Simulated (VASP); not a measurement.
Runs of VASP 6.6.1 on KF. The structure is cubic, space group Fm-3m (No. 225). Conventional cell: a = 5.309 Å, b = 5.309 Å, c = 5.309 Å, α = 90.00°, β = 90.00°, γ = 90.00°. K (site symmetry m-3m) has 6 F at 2.65 Å as nearest neighbours. F (site symmetry m-3m) has 6 K at 2.65 Å as nearest neighbours. The cell is a database's computed one.

| task | level | potentials or basis | cell | k mesh | cutoff (eV) | mesh quality | gap on the mesh (eV) | pressure (GPa) | relaxed volume (Å³/atom) |
| --- | --- | --- | --- | --- | --- | --- | --- | --- | --- |
| relaxation of cell and atoms | PBEsol | VASP PAW PBE potentials, release 64 (K_pv, F) | relaxed | 8 × 8 × 8 | 580 | not flagged | 5.94 | 0.0 | (a) |
| relaxation of cell and atoms | PBEsol | VASP PAW PBE potentials, release 64 (K_sv, F_s) | relaxed | 8 × 8 × 8 | 480 | not flagged | 6.13 | 0.0 | - |
| relaxation of cell and atoms | PBEsol | VASP PAW PBE potentials, release 64 (K_sv, F) | relaxed | 8 × 8 × 8 | 600 | not flagged | 6.13 | 0.0 | - |
| relaxation of cell and atoms | PBEsol | VASP PAW PBE potentials, release 64 (K_sv, F) | relaxed | 4 × 4 × 4 | 600 | coarse | 6.13 | 0.0 | - |
| single point | PBEsol | VASP PAW PBE potentials, release 64 (K_sv, F) | as given | 8 × 8 × 8 | 520 | not flagged | 6.13 | 0.0 | - |
| relaxation of cell and atoms | RPBE | VASP PAW PBE potentials, release 64 (K_sv, F) | relaxed | 8 × 8 × 8 | 600 | not flagged | (b) | 0.0 | 21.75 |
| relaxation of cell and atoms | LDA | VASP PAW LDA potentials, release 64 (K_sv, F) | relaxed | 8 × 8 × 8 | 600 | not flagged | 6.33 | 0.0 | 17.25 |

Alike in all rows: no spin polarisation; smearing gaussian 0.02 eV.

Question: Fill in the values left out.

Answer: (a) 19.35; (b) 5.83.

Caveats: some runs use coarse meshes; the PAW data sets were made with another functional, which shifts forces and pressure a little (some runs); the relaxation stopped at its first step, so nothing moved (some runs); the volume moved by over 15 % at a fixed basis, so the end points are rough (some runs).

A k mesh can miss the band edges.

The runs don't all hold the same shells in valence.

Runs at the PBE level aren't shown here.
